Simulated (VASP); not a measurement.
BeTe: relaxation of the atoms with PBEsol

The system is BeTe.

```
Be Te
1.0
     0.00000    2.80614    2.80614
     2.80614    0.00000    2.80614
     2.80614    2.80614    0.00000
Be Te
1 1
Cartesian
  0.0000 0.0000 0.0000
  1.4031 1.4031 1.4031
```

```
Program                : VASP 6.6.1
Task                   : relaxation of the atoms
Functional             : PBEsol
Potentials or basis    : VASP PAW PBE potentials, release 64 (Be, Te)
Cutoff                 : 600 eV
k mesh                 : 8 × 8 × 8
Occupations            : gaussian, width 0.03 eV
Spin                   : no spin polarisation
Further INCAR settings : ALGO = Fast; EDIFF = 1e-07; IBRION = 2; EDIFFG = -0.01; NSW = 40
```

* Pressure after relaxing: 0.0 GPa
* Band gap on the k mesh: 1.83 eV, indirect (least direct gap 3.59 eV)

Final structure:
```
CELL_PARAMETERS angstrom
0.00000 2.80614 2.80614
2.80614 0.00000 2.80614
2.80614 2.80614 0.00000
ATOMIC_POSITIONS crystal
Be 0.00000 0.00000 0.00000
Te 0.25000 0.25000 0.25000
```

Levels at points of the mesh, in eV from the valence-band top:
```csv
k point,band 2,band 3,band 4,band 5,band 6,band 7
"(0.00, 0.00, 0.00)",0.00,0.00,0.00,3.59,3.59,3.59
"(0.50, 0.00, 0.00)",-5.64,-1.15,-1.15,3.06,4.55,4.55
"(0.50, 0.50, 0.00)",-5.19,-2.70,-2.70,1.83,2.60,9.77
```

Wall time 8.3 s on 1 thread of AMD EPYC 9R45 (Zen 5), with other jobs on the host, peak memory 0.15 GiB.

Caveat: the relaxation stopped at its first step, so nothing moved; the PAW data sets were made with another functional, which shifts forces and pressure a little; spin-orbit coupling is left out, which moves the levels of the heavy elements. A k mesh can miss the band edges.
